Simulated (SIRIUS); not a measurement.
# ZrC (Fm-3m) in SIRIUS: reference runs

Reference runs on ZrC: the cell as given.

Everything below comes from runs of SIRIUS 7.12.0. Logs are shortened: lines on timing, memory, paths and dates and some standing lists are left out, and cuts for length are marked. The log counts tension as positive stress, the text compression.

## Step 1: Starting point

It takes space group Fm-3m (No. 225, cubic). The conventional cell has a = 4.730 Å, b = 4.730 Å, c = 4.730 Å, α = 90.00°, β = 90.00°, γ = 90.00°. Around Zr (site symmetry m-3m) lie 6 C at 2.37 Å. Around C (site symmetry m-3m) lie 6 Zr at 2.37 Å.

## Step 2: Single point, PBE

File sirius.json:

```json
{
  "control": {
    "processing_unit": "cpu",
    "std_evp_solver_name": "lapack",
    "gen_evp_solver_name": "lapack",
    "verbosity": 2,
    "print_forces": true,
    "ortho_rf": true,
    "use_second_variation": true,
    "rmt_max": 3.0,
    "num_bands_to_print": 17,
    "save_wf": true
  },
  "parameters": {
    "electronic_structure_method": "full_potential_lapwlo",
    "xc_functionals": ["XC_GGA_X_PBE", "XC_GGA_C_PBE"],
    "core_relativity": "dirac",
    "valence_relativity": "iora",
    "num_fv_states": 17,
    "smearing": "fermi_dirac",
    "smearing_width": 0.0018374661,
    "pw_cutoff": 22,
    "gk_cutoff": 4.25,
    "lmax_apw": 12,
    "lmax_rho": 8,
    "lmax_pot": 8,
    "num_mag_dims": 0,
    "auto_rmt": 0,
    "ngridk": [10, 10, 10],
    "shiftk": [0, 0, 0],
    "num_dft_iter": 80,
    "energy_tol": 1e-07,
    "density_tol": 1e-05,
    "use_symmetry": true
  },
  "settings": {"tol_ne": 1e-10},
  "iterative_solver": {"type": "exact"},
  "mixer": {"type": "anderson", "beta": 0.5, "max_history": 8},
  "unit_cell": {
    "lattice_vectors": [[0.0, 4.4692022847, 4.4692022847], [4.4692022847, 0.0, 4.4692022847], [4.4692022847, 4.4692022847, 0.0]],
    "atom_types": ["C", "Zr"],
    "atom_files": {"C": "C.json", "Zr": "Zr.json"},
    "atoms": {"C": [[0.0, 0.0, 0.0]], "Zr": [[0.5, 0.5, 0.5]]}
  }
}
```

File C.json:

```json
{
  "name": "carbon",
  "symbol": "C",
  "number": 6,
  "mass": 12.0107,
  "rmin": 1e-06,
  "rmt": 1.6,
  "nrmt": 800,
  "rinf": 14.98,
  "core": "1s",
  "valence": [
    {"basis": [{"enu": 0.16, "dme": 0, "n": 0, "auto": 0}, {"enu": 0.16, "dme": 1, "n": 0, "auto": 0}]},
    {"l": 0, "n": 1, "basis": [{"enu": 0.159, "dme": 0, "n": 0, "auto": 0}]},
    {"l": 1, "n": 2, "basis": [{"enu": 0.26, "dme": 0, "n": 0, "auto": 0}]},
    {"l": 2, "n": 3, "basis": [{"enu": 0.26, "dme": 0, "n": 0, "auto": 0}]},
    {"l": 3, "n": 4, "basis": [{"enu": 0.26, "dme": 0, "n": 0, "auto": 0}]}
  ],
  "lo": [
    {"l": 0, "basis": [{"enu": 0.159, "dme": 0, "n": 0, "auto": 0}, {"enu": 0.159, "dme": 1, "n": 0, "auto": 0}]},
    {"l": 0, "basis": [{"enu": 0.159, "dme": 1, "n": 0, "auto": 0}, {"enu": 0.159, "dme": 2, "n": 0, "auto": 0}]},
    {
      "l": 0,
      "basis": [{"enu": 0.159, "dme": 0, "n": 0, "auto": 0}, {"enu": 4.8465, "dme": 0, "n": 0, "auto": 0}]
    },
    {"l": 1, "basis": [{"enu": 0.26, "dme": 0, "n": 0, "auto": 0}, {"enu": 0.26, "dme": 1, "n": 0, "auto": 0}]},
    {"l": 1, "basis": [{"enu": 0.26, "dme": 1, "n": 0, "auto": 0}, {"enu": 0.26, "dme": 2, "n": 0, "auto": 0}]},
    {"l": 1, "basis": [{"enu": 0.26, "dme": 0, "n": 0, "auto": 0}, {"enu": 5.6506, "dme": 0, "n": 0, "auto": 0}]},
    {"l": 2, "basis": [{"enu": 0.26, "dme": 0, "n": 0, "auto": 0}, {"enu": 0.26, "dme": 1, "n": 0, "auto": 0}]},
    {"l": 2, "basis": [{"enu": 0.26, "dme": 1, "n": 0, "auto": 0}, {"enu": 0.26, "dme": 2, "n": 0, "auto": 0}]},
    {"l": 2, "basis": [{"enu": 0.26, "dme": 0, "n": 0, "auto": 0}, {"enu": 6.3537, "dme": 0, "n": 0, "auto": 0}]},
    {"l": 3, "basis": [{"enu": 0.26, "dme": 0, "n": 0, "auto": 0}, {"enu": 0.26, "dme": 1, "n": 0, "auto": 0}]}
  ],
  "free_atom": [... radial grid and density of the free atom, the start of the SCF ...]
}
```

File Zr.json:

```json
{
  "name": "zirconium",
  "symbol": "Zr",
  "number": 40,
  "mass": 91.224,
  "rmin": 1e-06,
  "rmt": 2.54,
  "nrmt": 800,
  "rinf": 17.42,
  "core": "1s2s2p3s3p3d",
  "valence": [
    {"basis": [{"enu": 0.16, "dme": 0, "n": 0, "auto": 0}, {"enu": 0.16, "dme": 1, "n": 0, "auto": 0}]},
    {"l": 0, "n": 1, "basis": [{"enu": 0.26, "dme": 0, "n": 0, "auto": 0}]},
    {"l": 1, "n": 2, "basis": [{"enu": 0.26, "dme": 0, "n": 0, "auto": 0}]},
    {"l": 2, "n": 3, "basis": [{"enu": 0.26, "dme": 0, "n": 0, "auto": 0}]},
    {"l": 3, "n": 4, "basis": [{"enu": 0.26, "dme": 0, "n": 0, "auto": 0}]}
  ],
  "lo": [
    {"l": 0, "basis": [{"enu": 0.26, "dme": 0, "n": 0, "auto": 0}, {"enu": 0.26, "dme": 1, "n": 0, "auto": 0}]},
    {
      "l": 0,
      "basis": [{"enu": -1.6012, "dme": 0, "n": 4, "auto": 1}, {"enu": -1.6012, "dme": 1, "n": 4, "auto": 1}]
    },
    {
      "l": 0,
      "basis": [{"enu": -1.6012, "dme": 1, "n": 4, "auto": 1}, {"enu": 0.26, "dme": 0, "n": 0, "auto": 0}]
    },
    {"l": 0, "basis": [{"enu": 0.26, "dme": 0, "n": 0, "auto": 0}, {"enu": 2.74, "dme": 0, "n": 0, "auto": 0}]},
    {"l": 1, "basis": [{"enu": 0.26, "dme": 0, "n": 0, "auto": 0}, {"enu": 0.26, "dme": 1, "n": 0, "auto": 0}]},
    {
      "l": 1,
      "basis": [{"enu": -0.7959, "dme": 0, "n": 4, "auto": 1}, {"enu": -0.7959, "dme": 1, "n": 4, "auto": 1}]
    },
    {
      "l": 1,
      "basis": [{"enu": -0.7959, "dme": 1, "n": 4, "auto": 1}, {"enu": 0.26, "dme": 0, "n": 0, "auto": 0}]
    },
    {"l": 1, "basis": [{"enu": 0.26, "dme": 0, "n": 0, "auto": 0}, {"enu": 3.112, "dme": 0, "n": 0, "auto": 0}]},
    {"l": 2, "basis": [{"enu": 0.26, "dme": 0, "n": 0, "auto": 0}, {"enu": 0.26, "dme": 1, "n": 0, "auto": 0}]},
    {"l": 2, "basis": [{"enu": 0.26, "dme": 1, "n": 0, "auto": 0}, {"enu": 0.26, "dme": 2, "n": 0, "auto": 0}]},
    {"l": 2, "basis": [{"enu": 0.26, "dme": 0, "n": 0, "auto": 0}, {"enu": 2.678, "dme": 0, "n": 0, "auto": 0}]},
    {"l": 3, "basis": [{"enu": 0.26, "dme": 0, "n": 0, "auto": 0}, {"enu": 0.26, "dme": 1, "n": 0, "auto": 0}]},
    {"l": 3, "basis": [{"enu": 0.26, "dme": 0, "n": 0, "auto": 0}, {"enu": 2.957, "dme": 0, "n": 0, "auto": 0}]}
  ],
  "free_atom": [... radial grid and density of the free atom, the start of the SCF ...]
}
```

File sirius_start.json:

```json
{
  "control": {
    "processing_unit": "cpu",
    "std_evp_solver_name": "lapack",
    "gen_evp_solver_name": "lapack",
    "verbosity": 1,
    "print_forces": false,
    "ortho_rf": true,
    "use_second_variation": true,
    "rmt_max": 3.0,
    "num_bands_to_print": 17,
    "save_wf": false
  },
  "parameters": {
    "electronic_structure_method": "full_potential_lapwlo",
    "xc_functionals": ["XC_LDA_X", "XC_LDA_C_PW"],
    "core_relativity": "dirac",
    "valence_relativity": "iora",
    "num_fv_states": 17,
    "smearing": "fermi_dirac",
    "smearing_width": 0.0055123983,
    "pw_cutoff": 22,
    "gk_cutoff": 3.4,
    "lmax_apw": 12,
    "lmax_rho": 8,
    "lmax_pot": 8,
    "num_mag_dims": 0,
    "auto_rmt": 0,
    "ngridk": [4, 4, 4],
    "shiftk": [0, 0, 0],
    "num_dft_iter": 30,
    "energy_tol": 0.01,
    "density_tol": 0.05,
    "use_symmetry": true
  },
  "settings": {"tol_ne": 1e-10},
  "iterative_solver": {"type": "exact"},
  "mixer": {"type": "anderson", "beta": 0.5, "max_history": 8},
  "unit_cell": {
    "lattice_vectors": [[0.0, 4.4692022847, 4.4692022847], [4.4692022847, 0.0, 4.4692022847], [4.4692022847, 4.4692022847, 0.0]],
    "atom_types": ["C", "Zr"],
    "atom_files": {"C": "C.json", "Zr": "Zr.json"},
    "atoms": {"C": [[0.0, 0.0, 0.0]], "Zr": [[0.5, 0.5, 0.5]]}
  }
}
```

Potentials or basis: all-electron FP-LAPW, apw+lo standard.

The run is started by

```sh
> OMP_NUM_THREADS=1 sirius.scf --input=sirius_start.json --output=start.json
> OMP_NUM_THREADS=1 sirius.scf --input=sirius.json --output=output.json --task=1
```

Standard output:

```text
[info] SIRIUS version : 7.12.0
[info] number of MPI ranks           : 1
[info] MPI grid                      : 1 1
[info] maximum number of OMP threads : 1
[fft] FFT context for density and potential
[fft] =====================================
[fft]   plane wave cutoff                     : 22
[fft]   grid size                             : 48 48 48   total : 110592
[fft]   grid limits                           : -23 24   -23 24   -23 24
[fft]   number of G-vectors within the cutoff : 32143
[fft]   number of G-shells                    : 870
[fft] FFT context for coarse grid
[fft] =====================================
[fft]   plane wave cutoff                     : 8.5
[fft]   grid size                             : 20 20 20   total : 8000
[fft]   grid limits                           : -9 10   -9 10   -9 10
[fft]   number of G-vectors within the cutoff : 1837
[fft]   number of G-shells                    : 72
[unit cell] lattice vectors
[unit cell]   a1 :       0.0000000000      4.4692022847      4.4692022847
[unit cell]   a2 :       4.4692022847      0.0000000000      4.4692022847
[unit cell]   a3 :       4.4692022847      4.4692022847      0.0000000000
[unit cell] reciprocal lattice vectors
[unit cell]   b1 :      -0.7029425954      0.7029425954      0.7029425954
[unit cell]   b2 :       0.7029425954     -0.7029425954      0.7029425954
[unit cell]   b3 :       0.7029425954      0.7029425954     -0.7029425954
[unit cell] unit cell volume :       178.53362865 [a.u.^3]
[unit cell] 1/sqrt(omega)    :         0.07484107
[unit cell] MT volume        :        85.79925785 (48.06%)
[unit cell] IT volume        :        92.73437080 (51.94%)
[unit cell] number of atom types : 2
[unit cell] type id : 0 symbol :  C mt_radius :   1.600000 num_atoms : 1
[unit cell] type id : 1 symbol : Zr mt_radius :   2.540000 num_atoms : 1
[unit cell] total number of atoms : 2
[unit cell] number of symmetry classes : 2
[unit cell] atom id  type id  class id             position                      vector_field
[unit cell] ------------------------------------------------------------------------------------------
[unit cell]      0        0        0      0.00000   0.00000   0.00000      0.00000   0.00000   0.00000
[unit cell]      1        1        1      0.50000   0.50000   0.50000      0.00000   0.00000   0.00000
[unit cell] atom id         position (Cartesian, a.u.)
[unit cell] ---------------------------------------------
[unit cell]      0       0.000000    0.000000    0.000000
[unit cell]      1       4.469202    4.469202    4.469202
[unit cell] class id : 0 atom id : 0
[unit cell] class id : 1 atom id : 1
[unit cell] minimum bond length:     4.469202
[sym] space group number   : 225
[... 357 lines left out ...]
[diagonalize] ik:   45   -1.405879   -0.610454   -0.607151   -0.599929    0.026128    0.252190    0.279755    0.288513    0.482526    0.483623    0.562982    0.624220    0.629908    0.821088    0.857595    0.859986    0.960221
[diagonalize] ik:   46   -1.405773   -0.610842   -0.606141   -0.601438    0.019957    0.279307    0.281238    0.281516    0.453235    0.512628    0.564941    0.600291    0.628825    0.829885    0.836898    0.881597    0.978028
[generate_core_charge_density] atom class : 0
[generate_core_charge_density]   n,l,k : 1 0 1  energy :          -9.35212709
[generate_core_charge_density] atom class : 1
[generate_core_charge_density]   n,l,k : 1 0 1  energy :        -654.20146591
[generate_core_charge_density]   n,l,k : 2 0 1  energy :         -90.11913282
[generate_core_charge_density]   n,l,k : 2 1 1  energy :         -82.44368200
[generate_core_charge_density]   n,l,k : 2 1 2  energy :         -79.28815260
[generate_core_charge_density]   n,l,k : 3 0 1  energy :         -14.27196473
[generate_core_charge_density]   n,l,k : 3 1 1  energy :         -11.41477420
[generate_core_charge_density]   n,l,k : 3 1 2  energy :         -10.91235184
[generate_core_charge_density]   n,l,k : 3 2 2  energy :          -5.87644135
[generate_core_charge_density]   n,l,k : 3 2 3  energy :          -5.78465414
[... 23 lines left out ...]
[find] valence_eval_sum               :      -4.57966170
[find] core_eval_sum                  :   -2142.08710388
[find] kinetic energy                 :    3756.94381670
[find] enuc                           :   -4400.74081135
[find] <rho|V^{XC}>                   :    -155.94465661
[find] <rho|E^{XC}>                   :    -119.75294062
[find] <mag|B^{XC}>                   :       0.00000000
[find] <rho|V^{H}>                    :   -5747.66592573
[find] smearing (-TS)                 :      -0.00009452
[find] SCF correction                 :      -0.00002884
[find] Total energy                   :   -3637.38292698 (Ha),   -7274.76585395 (Ry)
[find] Free energy (E-TS)             :   -3637.38302150 (Ha),   -7274.76604300 (Ry)
[find] band gap (eV)                  :       0.00000000
[find] Efermi                         :       0.37299750
[find] iteration : 7, RMS (target) : 1.5521e-06 (1.0000e-05) , energy difference (target) : 2.6994e-09 (1.0000e-07)
[find] converged after 8 SCF iterations!
Warning in function "check_num_electrons" at src/density/density.cpp:1179
wrong number of electrons
  obtained value : 46
  target value : 46
  difference : 2.74299e-05
  total core leakage : 2.55142e-05
    atom class : 0, core leakage : 2.10908e-05
    atom class : 1, core leakage : 4.42334e-06
[find] Charges and magnetic moments
[find] --------------------------------------------------------------------------------
[find] atom      charge    core leakage
[find] --------------------------------------------------------------------------------
[find]    0    4.642807    2.109083e-05
[find]    1   37.910339    4.423339e-06
[find] total core leakage    : 2.55141679e-05
[find] interstitial charge   : 3.446827
[find] total charge          : 45.999973
[find] Energy
[find] --------------------------------------------------------------------------------
[find] valence_eval_sum               :      -4.57966170
[find] core_eval_sum                  :   -2142.08710388
[find] kinetic energy                 :    3756.94381670
[find] enuc                           :   -4400.74081135
[find] <rho|V^{XC}>                   :    -155.94465661
[find] <rho|E^{XC}>                   :    -119.75294062
[find] <mag|B^{XC}>                   :       0.00000000
[find] <rho|V^{H}>                    :   -5747.66592573
[find] smearing (-TS)                 :      -0.00009452
[find] SCF correction                 :      -0.00002884
[find] Total energy                   :   -3637.38292698 (Ha),   -7274.76585395 (Ry)
[find] Free energy (E-TS)             :   -3637.38302150 (Ha),   -7274.76604300 (Ry)
[find] band gap (eV)                  :       0.00000000
[find] Efermi                         :       0.37299750
[ground_state]
[ground_state] ==== total Forces in Ha/bohr =====
[ground_state] atom:    0, force:       0.0000000      0.0000000      0.0000000
[ground_state] atom:    1, force:       0.0000000      0.0000000      0.0000000
[ground_state] ==== contribution from density =====
[ground_state] atom:    0, force:       0.0000000      0.0000000      0.0000000
[ground_state] atom:    1, force:       0.0000000      0.0000000      0.0000000
[ground_state] ==== contribution from Hartree potential =====
[ground_state] atom:    0, force:       0.0000000      0.0000000      0.0000000
[ground_state] atom:    1, force:       0.0000000      0.0000000      0.0000000
[ground_state] ==== contribution from IBS =====
[ground_state] atom:    0, force:       0.0000000      0.0000000      0.0000000
[ground_state] atom:    1, force:       0.0000000      0.0000000      0.0000000
```

Wall time 68 s (1 thread of Arm Neoverse V2, shared host); peak memory 0.54 GiB.

What came out:

```
Free energy                                       : -98978.2343 eV
Band gap on the k mesh                            : none (metal or under the smearing width)
All electrons inside the program's atomic spheres : Zr 37.91; C 4.64 (radii C 1.6, Zr 2.54 bohr)
```
